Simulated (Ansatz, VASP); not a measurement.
**Sb in VASP and in Ansatz**

```
Sb
1.0
     0.00000    2.37124    2.37124
     2.37124    0.00000    2.37124
     2.37124    2.37124    0.00000
Sb
1
Direct
  0.00000 0.00000 0.00000
```

This isn't the form of Sb at room conditions, which is rhombohedral.

Alike in both runs: task single point; functional PBE-based screened hybrid; k mesh 5 × 5 × 5; occupations fermi-dirac, width 0.05 eV; no spin polarisation.

```csv
,VASP,Ansatz
version,VASP 6.6.1,Ansatz 0.2.0
potentials or method,"VASP PAW PBE potentials, release 64 (Sb)",Ansatz PAW
plane-wave cutoff (eV),520,420
valence electrons in the cell,5,15
```

Ansatz gave:

| Property | Result |
| --- | --- |
| gap on the k mesh at the Fermi level (eV) | none |
| pressure (GPa) | 1.5 |

**Question.** What did VASP give for the same quantities?

**Answer.** gap on the k mesh at the Fermi level (eV): none; pressure (GPa): 1.2.

A gap of «none» marks a metal or a gap that the smearing closes. The two sets of potentials don't hold the same shells in valence.

Caveats: the k mesh is coarse (spacing up to 0.46 Å⁻¹), so the values aren't converged (VASP); the PAW data sets were made with another functional, which shifts forces and pressure a little (VASP); the k mesh is coarse (spacing up to 0.46 Å⁻¹), so the values aren't converged, least of all with exact exchange (Ansatz); the PAW data sets come from PBE, with cores solved anew for the run's functional, which leaves a small shift of forces and pressure (Ansatz); the thresholds are loose for stress (Ansatz). Spin-orbit coupling is left out, which matters for the levels of Sb.
